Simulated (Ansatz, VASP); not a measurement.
# Ca in VASP and in Ansatz

```
Ca
1.0
     1.97128   -3.39549    0.00000
     1.97128    3.39549    0.00000
     0.00000    0.00000    6.50911
Ca
2
Cartesian
  1.9713 -2.2790 1.6273
  1.9713 2.2790 4.8818
```

This isn't the form of Ca at room conditions, which is fcc.

Alike in both runs: task single point; functional PBE; k mesh 12 × 12 × 8; occupations gaussian, width 0.1 eV; no spin polarisation.

```csv
,VASP,Ansatz
version,VASP 6.6.1,Ansatz 0.2.0
potentials or method,"VASP PAW PBE potentials, release 64 (Ca_sv)","scalar-relativistic, plane waves, PAW"
plane-wave cutoff (eV),520,420
valence electrons in the cell,20,20
```

```tsv
	VASP	Ansatz	Ansatz less VASP
gap on the k mesh at the Fermi level (eV)	none	none	-
pressure (GPa)	-0.5	-0.5	-0.01
largest component of the traceless stress (GPa)	0.20	0.20	0.000
rms of the force components (eV/Å)	0.009	0.009	+0.0001
```

Atom by atom the forces differ by 0.000 eV/Å (rms over components). A gap of «none» marks a metal or a gap that the smearing closes.
